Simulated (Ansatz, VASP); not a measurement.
# Cross-check of HfO2 (1T-HfO2, 1 layer) between VASP and Ansatz

Wanted: the spread between two codes on one cell, functional and k mesh. Of the first pair: The structure shown is the start of the Ansatz relaxation below; VASP solves that cell, so the two are compared at the walk's first step.

Program: Ansatz 0.2.0. Level of theory: plane waves, with VASP 6.6.1 beside it; single point at PBE. Results are calculated unless marked as measured.

## Step 1: Set-up

The cell holds 3 atoms: 2 O and 1 Hf. Its edges and angles: a = 3.240 Å, b = 3.240 Å, c = 17.519 Å, α = 90.0°, β = 90.0°, γ = 120.0°. Vacuum lies along c.

As a file:

```cif
data_structure
_symmetry_space_group_name_H-M 'P 1'
_symmetry_Int_Tables_number 1
_cell_length_a 3.2400
_cell_length_b 3.2400
_cell_length_c 17.5186
_cell_angle_alpha 90.000
_cell_angle_beta 90.000
_cell_angle_gamma 120.000
_cell_volume 159.26
loop_
_atom_site_label
_atom_site_type_symbol
_atom_site_fract_x
_atom_site_fract_y
_atom_site_fract_z
_atom_site_occupancy
O1 O 0.66667 0.33333 0.42812 1
O2 O 0.33333 0.66667 0.57188 1
Hf3 Hf 0.00000 0.00000 0.50000 1
```

## Step 2: Ansatz: relaxation, PBE

Ansatz runs on its default PAW (the set named soft_2) files.

The two programs are compared at the cell with which this relaxation starts, whose forces are those of its first step.

input.yaml

```yaml
crystal:
  lattice:
    - [3.24, 0.0, 0.0]
    - [-1.62, 2.8059223083, 0.0]
    - [0.0, 0.0, 17.5185908759]
  atoms:
    - { symbol: O, position: [0.6666666667, 0.3333333333, 0.428116625] }
    - { symbol: Hf, position: [0.0, 0.0, 0.5] }
    - { symbol: O, position: [0.3333333333, 0.6666666667, 0.571883375] }
kpoints:
  mp_grid: { grid: [12, 12, 1] }
hamiltonian:
  xc: pbe
scf:
  occupations: { method: fermi_dirac, width: 0.05 }
  convergence: { dr2_threshold: 1.0e-08 }
efield:
  axis: 3
  dipole_correction: true
  ramp_position: 0.97
  ramp_width: 0.04
relax:
  f_tol: 0.01
  cell: { fix: [c, alpha, beta] }
output:
  write_potential: true
  write_density: true
  volumetric_format: npy
```

Run with:

```sh
$ ansatz run input.yaml --threads 2 --pin off --max-ram 4096MiB --backend cpu --events-out ev --progress --plain --runs-dir out
```

Numbers of over 12 decimals in the logs are rounded to 6 here.

The program printed:

```text
Warning: relax.cell: scf.convergence.dr2_threshold = 1e-8 eV is looser than the 3e-10 eV advised for a relaxation that steers and ends on the stress (1e-10 eV for each atom of the cell: 3). What an SCF threshold leaves in a stress goes as its square root, and in the free energy as the threshold itself, and one threshold admits the most on a small cell: [figures from the program's tests cut] Set scf.convergence.dr2_threshold to 3e-10 eV or tighter. The threshold is an SCF's pass mark: one that does not reach it within its budget of iterations ends unconverged, or closes short of it on a stop that the run arms, and scf.convergence.dr2_threshold's page says what that costs each kind of run
Engine: ansatz 0.2.0, aarch64-unknown-linux-gnu
Pseudopotentials: kind: paw
Pseudopotential: O, paw, valence charge 6, recommended cutoff 420 eV (normal), O.paw.azcp
Pseudopotential: Hf, paw, valence charge 26, recommended cutoff 420 eV (normal), Hf.paw.azcp
Functional definition: PBE
  parameter kappa = 0.804
  parameter beta = 0.066725
  exchange = pbe_x(kappa = kappa, mu = beta*pi^2/3)
  correlation = pbe_c(beta = beta)
Crystal: 3 atoms, lattice volume = 159.265 Å³
Basis set: ecut = 420 eV, 3179 PW (Γ), exchange–correlation on 48×48×240 points (8 copies of the dense FFT grid, shifted against one another)
Bands: 23, of which v1, the nominal top of the filled ones, is band 19 counted from 1 (18 counted from 0)
Symmetry: 6 space group operations
k-points: 19 of 144 (time reversal used)
Non-local potential: O, projectors of the file, l = 0: 2, l = 1: 2, l = 2: 1
Non-local potential: Hf, projectors of the file, l = 0: 3, l = 1: 2, l = 2: 2, l = 3: 3
PAW form: soft (Blöchl's): semilocal exchange-correlation on the pseudo side does not see the compensation charge
PAW one-centre angular grid: O, 110 points (default); XC on 64 Gauss nodes
PAW one-centre angular grid: Hf, 590 points (default); XC on 64 Gauss nodes
Initial density: superposition of atomic densities (neutral atoms: chi_scale 0, normalization atom), corrected by the library's trained network
Initial wavefunctions: pseudopotential atomic-orbital guess
Functional: x = pbe(κ = 0.804, μ = 0.219515), c = pbe(β = 0.066725)
SCF iter   1: F=—  HF=-16859.761162 eV  |F-HF|=—  |Δ(HF+E_count)|=         —  Δρ=2.46e-3  dr2=1.27e-2  ethr=1.77e-3  p=0.000 e·Å  D=6.41e-5 V/Å  ΔV_dip=-0.00 eV  dr2_dipole=1.01e-8  V_vac-E_F(+/−)=7.03/7.03 eV  ⟨swp⟩=7.1  Hψ=2139  notcnv=0
efield: sawtooth ramp at fractional position 0.9700 (set: `efield.ramp_position`, or a place that a band, a saddle search or an elastic batch's reference lends), width 0.0400; the density the first Hamiltonian is built on has a dipole p = 0.000 e·Å; the dipole correction subtracts the counter field D = 6.41e-5 V/Å, which shifts the + side's vacuum level by -0.00 eV against the − side's; the planar-averaged density in the ramp window peaks in size at 6.1e-6 e/Å³
preconditioner: auto → none  [insulator: Δε(μ)=3.186 eV  Ē_g=17.059 eV  σ=0.050 eV  W_gap=1.00  n_scr=10 (ndim 8)  ℏωp=17.7 eV  f_vac=0.718  D(μ)=0.00/eV (n_scr^D=0)  ε∞_Penn≈2.1]
SCF iter   2: F=—  HF=-16859.763779 eV  |F-HF|=—  |Δ(HF+E_count)|=   2.62e-3  Δρ=2.97e-3  dr2=1.58e-2  ethr=3.34e-5  p=-0.000 e·Å  D=-1.17e-5 V/Å  ΔV_dip=0.00 eV  dr2_dipole=3.30e-8  V_vac-E_F(+/−)=7.07/7.07 eV  ⟨swp⟩=2.1  Hψ=997  notcnv=0
SCF iter   3: F=—  HF=-16859.760966 eV  |F-HF|=—  |Δ(HF+E_count)|=   2.81e-3  Δρ=6.49e-4  dr2=6.50e-4  ethr=3.34e-5  p=0.000 e·Å  D=5.61e-5 V/Å  ΔV_dip=-0.00 eV  dr2_dipole=3.91e-8  V_vac-E_F(+/−)=7.10/7.10 eV  ⟨swp⟩=2.0  Hψ=780  notcnv=0
SCF iter   4: F=—  HF=-16859.761366 eV  |F-HF|=—  |Δ(HF+E_count)|=   4.00e-4  Δρ=1.20e-4  dr2=1.80e-5  ethr=1.71e-6  p=-0.000 e·Å  D=-1.46e-4 V/Å  ΔV_dip=0.00 eV  dr2_dipole=6.35e-7  V_vac-E_F(+/−)=7.15/7.15 eV  ⟨swp⟩=2.9  Hψ=829  notcnv=0
SCF iter   5: F=—  HF=-16859.761520 eV  |F-HF|=—  |Δ(HF+E_count)|=   1.54e-4  Δρ=1.39e-4  dr2=6.03e-5  ethr=4.75e-8  p=0.000 e·Å  D=5.66e-4 V/Å  ΔV_dip=-0.01 eV  dr2_dipole=8.75e-6  V_vac-E_F(+/−)=7.16/7.17 eV  ⟨swp⟩=3.0  Hψ=867  notcnv=0
SCF iter   6: F=—  HF=-16859.761527 eV  |F-HF|=—  |Δ(HF+E_count)|=   6.55e-6  Δρ=1.01e-4  dr2=3.25e-5  ethr=4.75e-8  p=-0.000 e·Å  D=-4.12e-4 V/Å  ΔV_dip=0.01 eV  dr2_dipole=4.74e-6  V_vac-E_F(+/−)=7.17/7.16 eV  ⟨swp⟩=2.4  Hψ=746  notcnv=0
SCF iter   7: F=—  HF=-16859.761525 eV  |F-HF|=—  |Δ(HF+E_count)|=   1.70e-6  Δρ=4.26e-5  dr2=5.69e-6  ethr=4.75e-8  p=-0.000 e·Å  D=-1.70e-4 V/Å  ΔV_dip=0.00 eV  dr2_dipole=8.29e-7  V_vac-E_F(+/−)=7.17/7.16 eV  ⟨swp⟩=2.0  Hψ=479  notcnv=0
[...]
SCF 5 converged in 7 iterations: F = -16860.994179 eV  dr2 = 1.05e-9
relax step   5: F+E_penalty+E_count = -16860.99417933 eV  Δ(F+E_penalty+E_count) = -6.746e-4 eV  max|allowed force component| = 1.836e-3 eV/Å  Δτ_max = 0.0003 Å  P = -0.008 GPa  Ω = 160.397 Å³  energy of the carried Pulay correction = -1.216e-3 eV  fix = [c, alpha, beta]  reactions: c -0.014 GPa  (7 SCF iters, accepted)
Initial wavefunctions: pseudopotential atomic-orbital guess (no wavefunctions were taken with the density)
iter 1 solved again at ethr=6.40e-7 eV; its pass at ethr=3.10e-3 eV (dr2=2.43e-4 eV) is discarded
SCF iter   1: F=—  HF=-16860.995172 eV  |F-HF|=—  |Δ(HF+E_count)|=         —  Δρ=4.84e-5  dr2=2.94e-7  ethr=6.40e-7  p=0.000 e·Å  D=2.92e-6 V/Å  ΔV_dip=-0.00 eV  dr2_dipole=5.86e-11  V_vac-E_F(+/−)=5.40/5.40 eV  ⟨swp⟩=4.0  Hψ=3418  notcnv=0
efield: sawtooth ramp at fractional position 0.9700 (set: `efield.ramp_position`, or a place that a band, a saddle search or an elastic batch's reference lends), width 0.0400; the density the first Hamiltonian is built on has a dipole p = 0.000 e·Å; the dipole correction subtracts the counter field D = 2.92e-6 V/Å, which shifts the + side's vacuum level by -0.00 eV against the − side's; the planar-averaged density in the ramp window peaks in size at 4.2e-7 e/Å³
eigensolver tolerance schedule: the retry pair's looser diagonalisation over-reported the residual by 826.32 of it (diagonalisation noise at 0.21 of the residual, at the tolerance the schedule requests for it); recorded, not acted on — ethr = c·dr2/N_el stays at c = 1.0e-1
preconditioner: auto → none  [insulator: Δε(μ)=4.833 eV  Ē_g=17.665 eV  σ=0.050 eV  W_gap=1.00  n_scr=10 (ndim 8)  ℏωp=17.6 eV  f_vac=0.740  D(μ)=0.00/eV (n_scr^D=0)  ε∞_Penn≈2.0]
SCF iter   2: F=—  HF=-16860.995373 eV  |F-HF|=—  |Δ(HF+E_count)|=   2.01e-4  Δρ=2.39e-5  dr2=1.24e-7  ethr=7.74e-10  p=-0.000 e·Å  D=-2.83e-6 V/Å  ΔV_dip=0.00 eV  dr2_dipole=1.77e-10  V_vac-E_F(+/−)=5.40/5.40 eV  ⟨swp⟩=3.1  Hψ=1109  notcnv=0
SCF iter   3: F=—  HF=-16860.995455 eV  |F-HF|=—  |Δ(HF+E_count)|=   8.17e-5  Δρ=1.19e-5  dr2=5.25e-8  ethr=3.27e-10  p=0.000 e·Å  D=8.03e-6 V/Å  ΔV_dip=-0.00 eV  dr2_dipole=7.42e-10  V_vac-E_F(+/−)=5.40/5.40 eV  ⟨swp⟩=2.4  Hψ=819  notcnv=0
SCF iter   4: F=—  HF=-16860.995492 eV  |F-HF|=—  |Δ(HF+E_count)|=   3.68e-5  Δρ=3.53e-6  dr2=1.91e-8  ethr=1.38e-10  p=-0.000 e·Å  D=-9.48e-6 V/Å  ΔV_dip=0.00 eV  dr2_dipole=1.43e-9  V_vac-E_F(+/−)=5.40/5.40 eV  ⟨swp⟩=3.0  Hψ=806  notcnv=0
SCF iter   5: F=-16860.995495 eV  HF=-16860.995494 eV  |F-HF|=1.21e-6  |Δ(HF+E_count)|=   1.96e-6  Δρ=1.46e-6  dr2=2.09e-9  ethr=2.63e-11  p=0.000 e·Å  D=3.59e-6 V/Å  ΔV_dip=-0.00 eV  dr2_dipole=1.13e-10  V_vac-E_F(+/−)=5.40/5.40 eV  ⟨swp⟩=13.5  Hψ=3588  notcnv=0
SCF 6 converged in 5 iterations: F = -16860.995495 eV  dr2 = 2.09e-9
relax step   6: F+E_penalty+E_count = -16860.99549495 eV  Δ(F+E_penalty+E_count) = -1.316e-3 eV  max|allowed force component| = 1.669e-3 eV/Å  Δτ_max = 0.0000 Å  P = +0.011 GPa  Ω = 160.397 Å³  fix = [c, alpha, beta]  reactions: c -0.005 GPa  stress off target by 1.93e-2 GPa on what of the cell is left free  SCF on the basis re-selected at this cell (its energy is not comparable with the rows above)  (5 SCF iters)
basis re-selected at this cell: Δ(F+E_penalty+E_count) = -1.316e-3 eV, ΔP = +0.019 GPa vs the last step (what re-selecting the basis moved, of the pressure what is left beyond the Pulay correction that the steps carried, after the strain that the cell walked since its last selection, with what the two solves' SCF thresholds leave and, on support functions, any second-order correction that the steps lacked; it is no m [...]
WARN: The output density's exchange-correlation potential varies sharply where the density is thin. Do not read a vacuum level from v_tot or v_xc, or from such a field of the output density. On a cell that repeats whose density bears no net charge and no dipole along the vacuum's axis use v_es (v_loc + v_h of the components); under efield.dipole_correction with no amplitude use v_es + v_field, which holds any externa [...]
SCF converged after 5 iterations
Free energy (F): -16860.995495 eV
Harris-Foulkes:  -16860.995494 eV  (|F-HF|=1.21e-6)
Internal energy: -16860.995495 eV  (E = F + TS)
E sigma→0 (E₀):  -16860.995495 eV
Fermi energy:    -0.741503 eV
Dipole field:    D = -0.000012 V/Å  (p = -0.000011 e·Å, saw-weighted, corrected)
Work function:   Φ+ = 5.4033 eV   Φ− = 5.4031 eV
Levels:          The Fermi level and band energies are counted from a zero that moves with the ramp; work functions are not
--- Per-component energies (eV) ---
  E_band       = -639.961966
  E_kinetic    = 769.714504
  E_local      = -36446.850928  (includes V_loc(G=0)·N_el)
  E_nonlocal   = -1147.120044
  E_hartree    = 17642.116616
  E_xc         = -446.950760
  E_vxc        = -453.558264  (∫ρ·V_xc dr)
  E_paw        = -7243.174693  (= ΣΔE_a)
  E_vpaw       = 1353.613158  (= ΣTr[D̂ρ^β])
  E_aug_tail   = 0.004921  (compensation charges beyond the density's cutoff)
  E_efield     = 0.000000  (sawtooth field / dipole correction)
  E_vefield    = 0.000082  (∫n·V_field dr)
  E_ewald      = 10011.264889
  E_smearing   = -0.000000  (= −TS)
  E_closure    = -0.000000  (closes the sum)
  Σ components = -16860.995495   (vs F -16860.995495, Δ=0.00e0)
--- Forces (eV/Å), atoms counted from 1 ---
  atom   1  O      0.00000000    -0.00000000     0.00167387
  atom   2  Hf    -0.00000000    -0.00000000    -0.00001941
  atom   3  O      0.00000000     0.00000000    -0.00164048
  max |Σ_I F_I| component: 1.40e-5 eV/Å
--- Stress (GPa, compression-positive) ---
        0.019290       0.000000       0.000000
        0.000000       0.019290       0.000000
        0.000000       0.000000      -0.004662
  P = ⅓ Tr σ = 0.0113 GPa (0.113 kbar)
--- Band table (eV; the first three rows and the last of 19) ---
  k-point 0: bands = [... 15 lower, -6.3843, -3.7672, -3.3922, -3.3922, 1.9496, 1.9496, 2.2951, 4.1378]
  k-point 1: bands = [... 15 lower, -6.3041, -3.7425, -3.6119, -3.4938, 1.9411, 2.1135, 2.5086, 4.1999]
  k-point 2: bands = [... 15 lower, -6.1030, -4.3468, -3.7358, -3.4232, 1.8837, 2.5310, 2.9406, 4.3369]
  k-point 18: bands = [... 15 lower, -6.0232, -4.2617, -4.2617, -3.8370, 1.8689, 3.2075, 3.2075, 6.7886]
--- Relaxed structure (5 steps of the walk, 5 accepted, 1 SCFs on fresh bases) ---
  F+E_penalty+E_count = -16860.99549495 eV   max|allowed force component| = 1.669e-3 eV/Å   (the final SCF, on the basis selected at the relaxed cell)
  cell:  # Å, volume = 160.3970 Å³
    - [3.251496, 4.254303918021581e-19, 0]
    - [-1.625748, 2.815878, 0]
    - [0, 0, 17.5185908759]
  atoms:
    - { symbol: O, position: [0.666667, 0.333333, 0.444623] }
    - { symbol: Hf, position: [0, 0, 0.500000] }
    - { symbol: O, position: [0.333333, 0.666667, 0.555377] }
```

## Step 3: VASP: single point, PBE, start cell, pair 1

The same cell, functional, mesh and smearing now go to VASP, with its own data sets.

Lines of VASP's logs that name or quote its potential files are left out, and so is its time.

INCAR

```
SYSTEM = HfO2
PREC = Accurate
ENCUT = 520
EDIFF = 1E-06
NELM = 120
ISMEAR = -1
SIGMA = 0.05
LREAL = .FALSE.
ALGO = Normal
GGA = PE
NBANDS = 17
LASPH = .TRUE.
LORBIT = 11
LWAVE = .FALSE.
LCHARG = .FALSE.
ISIF = 2
LDIPOL = .TRUE.
IDIPOL = 3
DIPOL = 0.5 0.5 0.5
LVHAR = .TRUE.
GGA_COMPAT = .FALSE.
EFERMI = MIDGAP
NELMDL = -8
```

POSCAR

```
HfO2
1.0
    3.2400000000      0.0000000000      0.0000000000
   -1.6200000000      2.8059220000      0.0000000000
    0.0000000000      0.0000000000     17.5185910000
O Hf
2 1
Direct
    0.6666666667      0.3333333333      0.4281166219
    0.3333333333      0.6666666667      0.5718833781
    0.0000000000      0.0000000000      0.5000000000
```

KPOINTS

```
Automatic mesh
0
Gamma
12 12 1
0 0 0
```

Potentials, in the order of the species: O and Hf_pv (PBE family, release 64).

Run with:

```sh
$ mpirun -np 1 vasp_std
```

The program printed:

```text
[banner, memory and clock lines left out]
running    1 mpi-ranks, on    1 nodes
 distrk:  each k-point on    1 cores,    1 groups
 distr:  one band on    1 cores,    1 groups

 POSCAR found type information on POSCAR O Hf
 POSCAR found :  2 types and       3 ions
 LDA part: xc-table for (Slater+PW92), standard interpolation
 POSCAR, INCAR and KPOINTS ok, starting setup
 FFT: planning ... GRIDC
 FFT: planning ... GRID_SOFT
 FFT: planning ... GRID
 WAVECAR not read
 entering main loop
       N       E                     dE             d eps       ncg     rms          rms(c)
DAV:   1     0.123410360383E+03    0.12341E+03   -0.11108E+04   798   0.102E+03
DAV:   2    -0.200866679029E+02   -0.14350E+03   -0.13999E+03   844   0.238E+02
DAV:   3    -0.336797410207E+02   -0.13593E+02   -0.13534E+02   842   0.719E+01
DAV:   4    -0.338547711381E+02   -0.17503E+00   -0.17472E+00   937   0.926E+00
DAV:   5    -0.338566373541E+02   -0.18662E-02   -0.18655E-02   857   0.881E-01
DAV:   6    -0.338566919237E+02   -0.54570E-04   -0.54554E-04   892   0.143E-01
DAV:   7    -0.338566939839E+02   -0.20602E-05   -0.20596E-05   897   0.247E-02
DAV:   8    -0.338566940639E+02   -0.80027E-07   -0.79923E-07   804   0.503E-03    0.388E+01
DAV:   9    -0.290178552147E+02    0.48388E+01   -0.33151E+01   788   0.333E+01    0.423E+01
DAV:  10    -0.288185037977E+02    0.19935E+00   -0.12035E+00   740   0.725E+00    0.411E+01
DAV:  11    -0.286238787381E+02    0.19463E+00   -0.49047E-01   901   0.585E+00    0.626E+00
DAV:  12    -0.285137979731E+02    0.11008E+00   -0.75921E-01   754   0.466E+00    0.841E+00
DAV:  13    -0.285052760049E+02    0.85220E-02   -0.50270E-02   898   0.149E+00    0.462E+00
DAV:  14    -0.285040183537E+02    0.12577E-02   -0.15997E-02   920   0.842E-01    0.113E+00
[...]
DAV:  21    -0.285027747404E+02   -0.22681E-04   -0.68904E-06   931   0.166E-02    0.400E-02
DAV:  22    -0.285027871774E+02   -0.12437E-04   -0.14875E-06   755   0.693E-03    0.537E-03
DAV:  23    -0.285028048932E+02   -0.17716E-04   -0.73288E-07   703   0.497E-03    0.210E-02
DAV:  24    -0.285028146562E+02   -0.97630E-05   -0.39459E-07   677   0.292E-03    0.755E-03
DAV:  25    -0.285028217734E+02   -0.71172E-05   -0.39836E-07   745   0.277E-03    0.354E-03
DAV:  26    -0.285028236878E+02   -0.19144E-05   -0.67802E-08   731   0.109E-03    0.180E-03
DAV:  27    -0.285028247656E+02   -0.10778E-05   -0.35673E-08   682   0.684E-04    0.913E-04
DAV:  28    -0.285028251350E+02   -0.36945E-06   -0.13947E-08   639   0.393E-04
   1 F= -.28502825E+02 E0= -.28502825E+02  d E =-.502590E-14
```

From OUTCAR (step 3):

```text
ion  position               nearest neighbor table
   1  0.667  0.333  0.428-   3 2.25   3 2.25   3 2.25
   2  0.333  0.667  0.572-   3 2.25   3 2.25   3 2.25
   3  0.000  0.000  0.500-   2 2.25   1 2.25   2 2.25   1 2.25   1 2.25   2 2.25

  LATTYP: Found a hexagonal cell.
 ALAT       =     3.2400000000
 C/A-ratio  =     5.4069725309

 Subroutine GETGRP returns: Found 12 space group operations
 (whereof 12 operations were pure point group operations)

The static configuration has the point symmetry D_3d.

 Found     19 irreducible k-points:

   k-points           NKPTS =     19   k-points in BZ     NKDIM =     19   number of bands    NBANDS=     17

   dimension x,y,z NGX =    24 NGY =   24 NGZ =  140
   dimension x,y,z NGXF=    48 NGYF=   48 NGZF=  280

   ENCUT  =  520.0 eV  38.22 Ry    6.18 a.u.   6.02  6.02 32.57*2*pi/ulx,y,z

   NELECT =      22.0000    total number of electrons

 k-points in reciprocal lattice and weights: Automatic mesh
   0.00000000  0.00000000  0.00000000       0.007
   0.08333333  0.00000000  0.00000000       0.042
   0.16666667  0.00000000  0.00000000       0.042
   0.25000000  0.00000000  0.00000000       0.042
   0.33333333  0.00000000  0.00000000       0.042
   0.41666667  0.00000000  0.00000000       0.042
   0.50000000  0.00000000  0.00000000       0.021
   0.08333333  0.08333333  0.00000000       0.042
   0.16666667  0.08333333  0.00000000       0.083
[...]
0.33333333  0.25000000  0.00000000       0.083
   0.33333333  0.33333333  0.00000000       0.014

 dipolmoment           0.000000      0.000000     -0.000000 electrons x Angstroem

 average (electrostatic) potential at core
       1 -79.3768       2 -79.3768       3 -47.7361

 E-fermi :  -4.6600

 k-point     1 :       0.0000    0.0000    0.0000
  band No.  band energies     occupation
    ...
      7      -8.3327      2.00000
      8      -8.3327      2.00000
      9      -6.6222      2.00000
     10      -6.2821      2.00000
     11      -6.2821      2.00000
     12      -1.7981      0.00000
     13      -1.7981      0.00000
     14      -1.1767      0.00000
     15      -0.9018      0.00000
     16       1.7868      0.00000
    ...

 k-point     2 :       0.0833    0.0000    0.0000
  band No.  band energies     occupation
    ...
      7      -8.4246      2.00000
      8      -8.2795      2.00000
      9      -6.5735      2.00000
     10      -6.5020      2.00000
     11      -6.3635      2.00000
     12      -1.9039      0.00000
     13      -1.6580      0.00000
     14      -1.1614      0.00000
     15      -0.5990      0.00000
     16       1.3187      0.00000
    ...

 k-point     3 :       0.1667    0.0000    0.0000
  band No.  band energies     occupation
    ...
      7      -8.5657      2.00000
      8      -8.1490      2.00000
      9      -7.1951      2.00000
     10      -6.5499      2.00000
     11      -6.3384      2.00000
     12      -2.1792      0.00000
     13      -1.2804      0.00000
     14      -1.0631      0.00000
     15       0.0962      0.00000
     16       1.1237      0.00000
    ...

  Total       -4.4553754     -4.4553744    -10.5971114      0.0000000      0.0000000      0.0000000
  in kB      -44.8203358    -44.8203260   -106.6051787      0.0000000      0.0000000      0.0000000
  external PRESSURE =     -65.4152802 kB  Pullay stress =       0.0000000 kB

  energy-cutoff  :      520.00
  volume of cell :      159.26
      direct lattice vectors                 reciprocal lattice vectors
     3.240000000  0.000000000  0.000000000     0.308641975  0.178194547  0.000000000
    -1.620000000  2.805922000  0.000000000     0.000000000  0.356389094  0.000000000
     0.000000000  0.000000000 17.518591000     0.000000000  0.000000000  0.057082216

 POSITION                                       TOTAL-FORCE (eV/Angst)
 -----------------------------------------------------------------------------------
      1.62000      0.93531      7.50000        -0.000000     -0.000000      4.189353
     -0.00000      1.87061     10.01859         0.000000      0.000000     -4.189353
      0.00000      0.00000      8.75930        -0.000000     -0.000000      0.000000
 -----------------------------------------------------------------------------------
    total drift:                                0.000000      0.000000      0.000000

  FREE ENERGIE OF THE ION-ELECTRON SYSTEM (eV)
  ---------------------------------------------------
  free  energy   TOTEN  =       -28.5028251350 eV

  energy  without entropy=      -28.5028251350  energy(sigma->0) =      -28.50282514

 vacuum level on the upper side and lower side of the slab         2.580         2.580

 total charge
# of ion       s       p       d       tot
------------------------------------------
    1        1.572   3.357   0.000   4.929
    2        1.572   3.357   0.000   4.929
    3        0.286   6.493   1.294   8.073
--------------------------------------------------
tot          3.430  13.206   1.294  17.930

[... 3 further parts left out ...]
```

(Continued in part 2 of 2.)

[Lines on the potential files, build, host, timing and source positions are cut from VASP's logs without a mark.]

[Logs are printed without paths, hosts, clocks, repeated set-up lines and the standing remarks that a program may print on its own settings, such as how far it seeks lower states.]

[Hosts, paths, dates, database ids (printed as entryN), source tags and the programs' standing remarks are cut or masked in the printed files.]
